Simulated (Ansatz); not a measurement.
**Y2CS2 MXene monolayer in a perpendicular field**

What dipole does a perpendicular field induce in the Y2CS2 MXene monolayer? A positive field points along +c.

Method: plane-wave DFT, PBE-D3(BJ), Ansatz PAW (set soft_1); PAW set soft_1, in Ansatz 0.2.0.

## 1. The starting structure

The cell holds 5 atoms: 2 S, 2 Y and 1 C. Cell: a = 3.478 Å, b = 3.478 Å, c = 44.032 Å, α = 90.0°, β = 90.0°, γ = 120.0°. Vacuum lies along c.

## 2. Relaxing the slab

The starting cell is a guess, so the in-plane lattice and the atoms are relaxed first, with the slab cut off from its images along the normal.

Input file input.yaml:

```yaml
crystal:
  lattice:
    - [3.47776, 0.0, 0.0]
    - [-1.73888, 3.0118285083, 0.0]
    - [0.0, 0.0, 44.0318076641]
  atoms:
    - { symbol: S, position: [0.3333333333, 0.6666666667, 0.4258285316] }
    - { symbol: "Y", position: [0.6666666667, 0.3333333333, 0.4688354507] }
    - { symbol: C, position: [0.0, 0.0, 0.5] }
    - { symbol: "Y", position: [0.3333333333, 0.6666666667, 0.5311645493] }
    - { symbol: S, position: [0.6666666667, 0.3333333333, 0.5741714684] }
  periodic: [true, true, false]
kpoints:
  mp_grid: { grid: [12, 12, 1] }
hamiltonian:
  xc: pbe
  dispersion: d3bj
  pseudopotentials: { kind: paw, azcp: { folder: soft_1 } }
scf:
  occupations: { method: fermi_dirac, width: 0.05 }
  convergence: { dr2_threshold: 1.0e-09 }
relax:
  f_tol: 0.004
  max_steps: 90
  cell: {}
output:
  write_potential: true
  write_density: true
  volumetric_format: npy
```

The run is started by

```console
$ ansatz run input.yaml --threads 2 --pin off --max-ram 3072MiB --backend cpu --events-out ev --progress --plain --runs-dir out
```

Numbers of over 12 decimals in the logs are rounded to 6 here.

The log of the run:

```text
Warning: relax.cell: scf.convergence.dr2_threshold = 1e-9 eV is looser than the 1.8294869528e-10 eV advised for a relaxation that steers and ends on the stress (1e-10 eV for each atom of the cell: 5, times the square of relax.cell.stress_2d_tol = 0.05 N/m over 16.5 Å (the atoms' height at the walk's start and 5 Å past either face), 3.024e-2 GPa, over a crystal's default 0.05). What an SCF threshold leaves in a stress goes as its square root, and in the free energy as the threshold itself, and one threshold admits the most on a small cell: [figures from the program's tests cut] Set scf.convergence.dr2_threshold to 1.8294869528e-10 eV or tighter. [rest of the remark cut]
Engine: ansatz 0.2.0, aarch64-unknown-linux-gnu
Pseudopotentials: kind: paw
Pseudopotential: S, paw, valence charge 6, recommended cutoff 420 eV (normal), soft_1/S.paw.azcp
Pseudopotential: Y, paw, valence charge 11, recommended cutoff 420 eV (normal), soft_1/Y.paw.azcp
Pseudopotential: C, paw, valence charge 4, recommended cutoff 420 eV (normal), soft_1/C.paw.azcp
Functional definition: PBE
  parameter kappa = 0.804
  parameter beta = 0.066725
  exchange = pbe_x(kappa = kappa, mu = beta*pi^2/3)
  correlation = pbe_c(beta = beta)
Crystal: 5 atoms, lattice volume = 461.208 Å³
Basis set: ecut = 420 eV, 8997 PW (Γ), exchange–correlation on 48×48×600 points (8 copies of the dense FFT grid, shifted against one another)
Bands: 24, of which v1, the nominal top of the filled ones, is band 19 counted from 1 (18 counted from 0)
Symmetry: 12 space group operations
Space group: P-3m1 (ITA 164), of the structure as read, at distance tolerance 7.7e-5 Å
k-points: 19 of 144
Non-local potential: S, projectors of the file, l = 0: 2, l = 1: 2, l = 2: 1
Non-local potential: Y, projectors of the file, l = 0: 3, l = 1: 2, l = 2: 2, l = 3: 1
Non-local potential: C, projectors of the file, l = 0: 2, l = 1: 2, l = 2: 1
PAW form: soft (Blöchl's): semilocal exchange-correlation on the pseudo side does not see the compensation charge
PAW one-centre angular grid: S, 110 points (default); XC on 64 Gauss nodes
PAW one-centre angular grid: Y, 590 points (default); XC on 64 Gauss nodes
PAW one-centre angular grid: C, 110 points (default); XC on 64 Gauss nodes
Initial density: superposition of atomic densities (neutral atoms: chi_scale 0, normalization atom)
Initial wavefunctions: pseudopotential atomic-orbital guess
Functional: x = pbe(κ = 0.804, μ = 0.219515), c = pbe(β = 0.066725)
SCF iter   1: F=—  HF=-9760.803857 eV  |F-HF|=—  |Δ(HF+E_count)|=         —  Δρ=4.25e-2  dr2=2.59e1  ethr=3.10e-3  ⟨swp⟩=12.7  Hψ=3741  notcnv=0
preconditioner: auto → LDOS  [metal: Δε(μ)=0.031 eV  Ē_g=7.424 eV  σ=0.050 eV  W_gap=0.15  n_scr=24 (ndim 8)  ℏωp=8.1 eV  f_vac=0.759  D(μ)=4.38/eV (n_scr^D=18)  β→1.0]
SCF iter   2: F=—  HF=-9769.611047 eV  |F-HF|=—  |Δ(HF+E_count)|=    8.81e0  Δρ=7.30e-2  dr2=8.46e1  ethr=3.10e-3  ⟨swp⟩=7.7  Hψ=1626  notcnv=0  defer=4  recentre
SCF iter   3: F=—  HF=-9756.784798 eV  |F-HF|=—  |Δ(HF+E_count)|=    1.28e1  Δρ=9.67e-3  dr2=2.47e0  ethr=3.10e-3  ⟨swp⟩=5.6  Hψ=1634  notcnv=0
SCF iter   4: F=—  HF=-9756.595184 eV  |F-HF|=—  |Δ(HF+E_count)|=   1.90e-1  Δρ=4.67e-3  dr2=1.11e-1  ethr=3.10e-3  ⟨swp⟩=2.6  Hψ=711  notcnv=0
SCF iter   5: F=—  HF=-9756.600444 eV  |F-HF|=—  |Δ(HF+E_count)|=   5.26e-3  Δρ=4.27e-3  dr2=7.72e-2  ethr=2.92e-4  ⟨swp⟩=5.0  Hψ=1407  notcnv=0
SCF iter   6: F=—  HF=-9756.583691 eV  |F-HF|=—  |Δ(HF+E_count)|=   1.68e-2  Δρ=1.13e-3  dr2=1.47e-2  ethr=2.03e-4  ⟨swp⟩=2.5  Hψ=796  notcnv=0
SCF iter   7: F=—  HF=-9756.581992 eV  |F-HF|=—  |Δ(HF+E_count)|=   1.70e-3  Δρ=1.92e-4  dr2=1.99e-4  ethr=3.87e-5  ⟨swp⟩=2.7  Hψ=813  notcnv=0
SCF iter   8: F=—  HF=-9756.582001 eV  |F-HF|=—  |Δ(HF+E_count)|=   8.93e-6  Δρ=9.36e-5  dr2=1.63e-4  ethr=5.23e-7  ⟨swp⟩=3.6  Hψ=1131  notcnv=0
SCF iter   9: F=—  HF=-9756.581993 eV  |F-HF|=—  |Δ(HF+E_count)|=   7.55e-6  Δρ=1.44e-5  dr2=4.04e-6  ethr=4.29e-7  ⟨swp⟩=1.5  Hψ=484  notcnv=0
SCF iter  10: F=—  HF=-9756.581989 eV  |F-HF|=—  |Δ(HF+E_count)|=   4.56e-6  Δρ=8.95e-6  dr2=5.95e-7  ethr=1.06e-8  ⟨swp⟩=3.4  Hψ=1054  notcnv=0
SCF iter  11: F=—  HF=-9756.581958 eV  |F-HF|=—  |Δ(HF+E_count)|=   3.09e-5  Δρ=2.78e-6  dr2=5.62e-8  ethr=1.57e-9  ⟨swp⟩=3.5  Hψ=999  notcnv=0
SCF iter  12: F=-9756.581958 eV  HF=-9756.581958 eV  |F-HF|=3.44e-9  |Δ(HF+E_count)|=   3.46e-8  Δρ=3.26e-7  dr2=7.07e-10  ethr=2.63e-12  ⟨swp⟩=12.5  Hψ=4832  notcnv=0
SCF 1 converged in 12 iterations: F = -9756.581958 eV  dr2 = 7.07e-10
  greatest PAW one-centre occupation: 0.993 electrons in one spin orbital (limit 2), on the Y atom at site 3 (counted from 0), in its partial waves of l = 0
relax step   1: F+E_penalty+E_count = -9756.58195800 eV  Δ(F+E_penalty+E_count) = +0.000e0 eV  max|allowed force component| = 1.700e0 eV/Å  Δτ_max = 0.0000 Å  P = +6.278 N/m  Ω = 461.208 Å³  fix = [c, alpha, beta]  reactions: c +0.000 N/m  (12 SCF iters, accepted)
Crystal: 5 atoms, lattice volume = 475.168 Å³
Basis set: ecut = 420 eV, 9225 PW (Γ), exchange–correlation on 48×48×600 points (8 copies of the dense FFT grid, shifted against one another)
Initial density: handed on by an earlier stage of this run
Initial wavefunctions: those handed on with the density
SCF iter   1: F=—  HF=-9758.196950 eV  |F-HF|=—  |Δ(HF+E_count)|=         —  Δρ=2.40e-2  dr2=1.46e1  ethr=3.10e-3  ⟨swp⟩=17.6  Hψ=3662  notcnv=0
preconditioner: auto → LDOS  [metal: Δε(μ)=0.029 eV  Ē_g=7.353 eV  σ=0.050 eV  W_gap=0.14  n_scr=24 (ndim 8)  ℏωp=8.0 eV  f_vac=0.761  D(μ)=3.82/eV (n_scr^D=16)  β→1.0]
SCF iter   2: F=—  HF=-9757.176563 eV  |F-HF|=—  |Δ(HF+E_count)|=    1.02e0  Δρ=1.50e-2  dr2=1.90e0  ethr=3.10e-3  ⟨swp⟩=4.6  Hψ=1305  notcnv=0
SCF iter   3: F=—  HF=-9756.964155 eV  |F-HF|=—  |Δ(HF+E_count)|=   2.12e-1  Δρ=5.39e-3  dr2=5.54e-1  ethr=3.10e-3  ⟨swp⟩=3.8  Hψ=963  notcnv=0
SCF iter   4: F=—  HF=-9756.943488 eV  |F-HF|=—  |Δ(HF+E_count)|=   2.07e-2  Δρ=3.03e-3  dr2=1.47e-1  ethr=1.46e-3  ⟨swp⟩=3.6  Hψ=870  notcnv=0
SCF iter   5: F=—  HF=-9756.933311 eV  |F-HF|=—  |Δ(HF+E_count)|=   1.02e-2  Δρ=1.80e-3  dr2=6.57e-2  ethr=3.86e-4  ⟨swp⟩=2.2  Hψ=736  notcnv=0
SCF iter   6: F=—  HF=-9756.929542 eV  |F-HF|=—  |Δ(HF+E_count)|=   3.77e-3  Δρ=2.72e-4  dr2=1.02e-3  ethr=1.73e-4  ⟨swp⟩=2.3  Hψ=658  notcnv=0
SCF iter   7: F=—  HF=-9756.929883 eV  |F-HF|=—  |Δ(HF+E_count)|=   3.41e-4  Δρ=8.32e-5  dr2=4.11e-5  ethr=2.68e-6  ⟨swp⟩=3.6  Hψ=1005  notcnv=0
SCF iter   8: F=—  HF=-9756.929834 eV  |F-HF|=—  |Δ(HF+E_count)|=   4.94e-5  Δρ=9.06e-5  dr2=5.99e-5  ethr=1.08e-7  ⟨swp⟩=4.2  Hψ=1356  notcnv=0
[...]
SCF iter  10: F=-9757.115421 eV  HF=-9757.115421 eV  |F-HF|=6.39e-9  |Δ(HF+E_count)|=   3.06e-8  Δρ=2.20e-7  dr2=2.08e-10  ethr=2.63e-12  ⟨swp⟩=13.0  Hψ=4148  notcnv=0
SCF 3 converged in 10 iterations: F = -9757.115421 eV  dr2 = 2.08e-10
relax step   3: F+E_penalty+E_count = -9757.11542088 eV  Δ(F+E_penalty+E_count) = -1.856e-1 eV  max|allowed force component| = 7.759e-1 eV/Å  Δτ_max = 0.1932 Å  P = +6.944 N/m  Ω = 491.445 Å³  energy of the carried Pulay correction = -1.319e-3 eV  fix = [c, alpha, beta]  reactions: c +0.000 N/m  (10 SCF iters, accepted)
[... from here on, the SCF cycles and remarks between the steps are left out ...]
relax step   4: F+E_penalty+E_count = -9757.33193100 eV  Δ(F+E_penalty+E_count) = -2.165e-1 eV  max|allowed force component| = 3.986e-1 eV/Å  Δτ_max = 0.0930 Å  P = +2.250 N/m  Ω = 524.286 Å³  energy of the carried Pulay correction = -2.659e-3 eV  fix = [c, alpha, beta]  reactions: c +0.000 N/m  (10 SCF iters, accepted)
relax step   5: F+E_penalty+E_count = -9757.38465033 eV  Δ(F+E_penalty+E_count) = -5.272e-2 eV  max|allowed force component| = 5.724e-2 eV/Å  Δτ_max = 0.0863 Å  P = +0.100 N/m  Ω = 545.635 Å³  energy of the carried Pulay correction = -3.484e-3 eV  fix = [c, alpha, beta]  reactions: c +0.000 N/m  (10 SCF iters, accepted)
relax step   6: F+E_penalty+E_count = -9757.38673561 eV  Δ(F+E_penalty+E_count) = -2.085e-3 eV  max|allowed force component| = 4.387e-2 eV/Å  Δτ_max = 0.0426 Å  P = +0.169 N/m  Ω = 550.469 Å³  energy of the carried Pulay correction = -3.667e-3 eV  fix = [c, alpha, beta]  reactions: c +0.000 N/m  (9 SCF iters, accepted)
relax step   7: F+E_penalty+E_count = -9757.38702347 eV  Δ(F+E_penalty+E_count) = -2.879e-4 eV  max|allowed force component| = 4.195e-3 eV/Å  Δτ_max = 0.0070 Å  P = -0.008 N/m  Ω = 550.480 Å³  energy of the carried Pulay correction = -3.667e-3 eV  fix = [c, alpha, beta]  reactions: c -0.000 N/m  (8 SCF iters, accepted)
relax step   8: F+E_penalty+E_count = -9757.38702937 eV  Δ(F+E_penalty+E_count) = -5.896e-6 eV  max|allowed force component| = 7.127e-5 eV/Å  Δτ_max = 0.0006 Å  P = -0.002 N/m  Ω = 550.387 Å³  energy of the carried Pulay correction = -3.663e-3 eV  fix = [c, alpha, beta]  reactions: c -0.000 N/m  (6 SCF iters, accepted)
relax step   9: F+E_penalty+E_count = -9757.39836897 eV  Δ(F+E_penalty+E_count) = -1.134e-2 eV  max|allowed force component| = 5.842e-4 eV/Å  Δτ_max = 0.0000 Å  P = +0.156 N/m  Ω = 550.387 Å³  fix = [c, alpha, beta]  reactions: c +0.000 N/m  stress off target by 1.56e-1 N/m on what of the cell is left free  SCF on the basis re-selected at this cell (its energy is not comparable with the rows above)  (6 SCF iters)
relax step  10: F+E_penalty+E_count = -9757.39854352 eV  Δ(F+E_penalty+E_count) = -1.745e-4 eV  max|allowed force component| = 8.863e-4 eV/Å  Δτ_max = 0.0074 Å  P = +0.016 N/m  Ω = 552.382 Å³  energy of the carried Pulay correction = -7.967e-5 eV  fix = [c, alpha, beta]  reactions: c +0.000 N/m  (7 SCF iters, accepted)
iter 1 solved again at ethr=4.19e-7 eV; its pass at ethr=3.10e-3 eV (dr2=1.59e-4 eV) is discarded
SCF iter   1: F=—  HF=-9757.398652 eV  |F-HF|=—  |Δ(HF+E_count)|=         —  Δρ=3.86e-6  dr2=7.45e-8  ethr=4.19e-7  ⟨swp⟩=5.2  Hψ=5373  notcnv=0
eigensolver tolerance schedule: the retry pair's looser diagonalisation over-reported the residual by 2137.38 of it (diagonalisation noise at 0.41 of the residual, at the tolerance the schedule requests for it); recorded, not acted on — ethr = c·dr2/N_el stays at c = 1.0e-1
preconditioner: auto → LDOS  [metal: Δε(μ)=0.016 eV  Ē_g=7.145 eV  σ=0.050 eV  W_gap=0.08  n_scr=24 (ndim 8)  ℏωp=7.4 eV  f_vac=0.781  D(μ)=5.55/eV (n_scr^D=18)  β→1.0]
SCF iter   2: F=—  HF=-9757.398622 eV  |F-HF|=—  |Δ(HF+E_count)|=   3.04e-5  Δρ=4.41e-6  dr2=2.18e-7  ethr=1.96e-10  ⟨swp⟩=5.7  Hψ=1815  notcnv=0
SCF iter   3: F=—  HF=-9757.398622 eV  |F-HF|=—  |Δ(HF+E_count)|=   1.88e-8  Δρ=1.43e-6  dr2=2.29e-8  ethr=1.96e-10  ⟨swp⟩=2.8  Hψ=742  notcnv=0
SCF iter   4: F=—  HF=-9757.398622 eV  |F-HF|=—  |Δ(HF+E_count)|=   1.44e-9  Δρ=4.99e-7  dr2=3.29e-9  ethr=6.01e-11  ⟨swp⟩=3.1  Hψ=765  notcnv=0
SCF iter   5: F=-9757.398622 eV  HF=-9757.398622 eV  |F-HF|=7.82e-10  |Δ(HF+E_count)|=  4.33e-10  Δρ=1.12e-7  dr2=1.41e-10  ethr=2.63e-12  ⟨swp⟩=14.4  Hψ=4462  notcnv=0
SCF 11 converged in 5 iterations: F = -9757.398622 eV  dr2 = 1.41e-10
relax step  11: F+E_penalty+E_count = -9757.39862208 eV  Δ(F+E_penalty+E_count) = -7.856e-5 eV  max|allowed force component| = 8.795e-4 eV/Å  Δτ_max = 0.0000 Å  P = +0.016 N/m  Ω = 552.382 Å³  fix = [c, alpha, beta]  reactions: c +0.000 N/m  stress off target by 1.64e-2 N/m on what of the cell is left free  SCF on the basis re-selected at this cell (its energy is not comparable with the rows above)  (5 SCF iters)
basis re-selected at this cell: Δ(F+E_penalty+E_count) = -7.856e-5 eV, ΔP = +0.000 N/m vs the last step (what re-selecting the basis moved, of the pressure what is left beyond the Pulay correction that the steps carried, after the strain that the cell walked since its last selection, with what the two solves' SCF thresholds leave and, on support functions, any second-order correction that the steps lacked; it is no m [...]
SCF converged after 5 iterations
Free energy (F): -9757.398622 eV
Harris-Foulkes:  -9757.398622 eV  (|F-HF|=7.82e-10)
Internal energy: -9757.354431 eV  (E = F + TS)
E sigma→0 (E₀):  -9757.376527 eV
Entropy (-TS):   -0.044191 eV (-8.838 meV/atom)
Fermi energy:    -6.728603 eV
--- Per-component energies (eV) ---
  E_band       = -751.300820
  E_kinetic    = 926.321301
  E_local      = -91652.431080  (includes V_loc(G=0)·N_el)
  E_nonlocal   = 145.258421
  E_hartree    = 45283.004554
  E_xc         = -582.848145
  E_vxc        = -635.118999  (∫ρ·V_xc dr)
  E_paw        = -6946.980548  (= ΣΔE_a)
  E_vpaw       = -101.338230  (= ΣTr[D̂ρ^β])
  E_aug_tail   = 0.000061  (compensation charges beyond the density's cutoff)
  E_ewald      = 43071.468965
  E_disp       = -1.147961  (pairwise vdW)
  E_smearing   = -0.044191  (= −TS)
  E_closure    = 0.000000  (closes the sum)
  Σ components = -9757.398622   (vs F -9757.398622, Δ=0.00e0)
--- Forces (eV/Å), atoms counted from 1 ---
  atom   1  S     -0.00000000     0.00000000     0.00086207
  atom   2  Y     -0.00000000     0.00000000     0.00087950
  atom   3  C     -0.00000000     0.00000000     0.00000000
  atom   4  Y     -0.00000000    -0.00000000    -0.00087950
  atom   5  S     -0.00000000    -0.00000000    -0.00086207
  max |Σ_I F_I| component: 3.93e-17 eV/Å
--- 2D stress c σ (N/m, compression-positive) ---
        0.016374       0.000000       0.000000
        0.000000       0.016374      -0.000000
        0.000000      -0.000000       0.000000
  P = ½ c Tr σ = 0.0164 N/m
--- Band table (eV; the first three rows and the last of 19) ---
  k-point 0: bands = [... 15 lower, -7.6173, -7.6173, -6.2761, -5.9641, -5.9641, -3.3376, -3.3376, -2.8696, ... 1 higher]
  k-point 1: bands = [... 15 lower, -7.8516, -7.6177, -6.3147, -6.1653, -6.0945, -3.4223, -3.1570, -2.8295, ... 1 higher]
  k-point 2: bands = [... 15 lower, -7.7795, -7.6274, -6.9367, -6.3602, -6.1552, -3.7613, -2.7589, -2.6105, ... 1 higher]
  k-point 18: bands = [... 15 lower, -7.9092, -7.9092, -7.3391, -7.3391, -7.2925, -2.5723, -2.5723, -2.4033, ... 1 higher]
  the weakly bound empty levels are not read free of the cell's end (no_gap_told)
--- Relaxed structure (9 steps of the walk, 9 accepted, 2 SCFs on fresh bases) ---
  F+E_penalty+E_count = -9757.39862208 eV   max|allowed force component| = 8.795e-4 eV/Å   (the final SCF, on the basis selected at the relaxed cell)
  cell:  # Å, volume = 552.3824 Å³
    - [3.806023, 0, 0]
    - [-1.903011, 3.296112, 0]
    - [0, 0, 44.0318076641]
  atoms:
    - { symbol: S, position: [0.333333, 0.666667, 0.434334] }
    - { symbol: Y, position: [0.666667, 0.333333, 0.466955] }
    - { symbol: C, position: [0, 0, 0.5] }
    - { symbol: Y, position: [0.333333, 0.666667, 0.533045] }
    - { symbol: S, position: [0.666667, 0.333333, 0.565666] }
```

Run time: 1.7 min. Hardware: 2 threads of Arm Neoverse V1, shared host; peak memory 0.8 GiB.

The steps of the relaxation:

```tsv
step	energy less that of the first step (eV)	largest force component (eV/Å)	volume (Å³)
1	0.0000	1.6999	461.21
2	-0.3478	0.5316	475.17
3	-0.5335	0.7759	491.45
4	-0.7500	0.3986	524.29
5	-0.8027	0.0572	545.64
6	-0.8048	0.0439	550.47
7	-0.8051	0.0042	550.48
8	-0.8051	0.0001	550.39
9*	-0.8164	0.0006	550.39
10	-0.8166	0.0009	552.38
11*	-0.8167	0.0009	552.38
```

Relaxation steps marked * repeat the geometry before them on a plane-wave basis chosen anew for their cell, so energy and pressure can jump there.

Forces are held to the 12 operations that the run works with; a distortion that breaks them can't arise in this run.

```tsv
cell as run	before	after	change
a (Å)	3.478	3.806	+9.4 %
b (Å)	3.478	3.806	+9.4 %
```

The atoms that moved most (Å, along periodic axes as changes of fractional coordinates times the final cell, across vacuum about the mean position):

```tsv
atom	dx	dy	dz	length
S5	0.000	0.000	-0.375	0.375
S1	0.000	0.000	0.375	0.375
Y4	0.000	0.000	0.083	0.083
Y2	0.000	0.000	-0.083	0.083
```

The relaxed structure:

```xyz
5
Lattice="3.8060 0.0000 0.0000 -1.9030 3.2961 0.0000 0.0000 0.0000 44.0318" Properties=species:S:1:pos:R:3
S     0.0000    2.1974   19.1245
Y     1.9030    1.0987   20.5609
C     0.0000    0.0000   22.0159
Y     0.0000    2.1974   23.4709
S     1.9030    1.0987   24.9073
```

Numbers from this step:

| Property | Result |
| --- | --- |
| energy at zero smearing | -9757.3765 eV |

The lattice constant a goes from 3.478 to 3.806 Å.

[end of part 1 of 2]

[Logs are printed without paths, hosts, clocks, repeated set-up lines and the standing remarks that a program may print on its own settings, such as how far it seeks lower states.]

[Hosts, paths, dates, database ids (printed as entryN), source tags and the programs' standing remarks are cut or masked in the printed files.]

[Maps of the electrostatic potential energy from Ansatz leave out the sawtooth potential of an applied field or a dipole correction, so their vacuum need not be flat; planar profiles and work functions include it.]
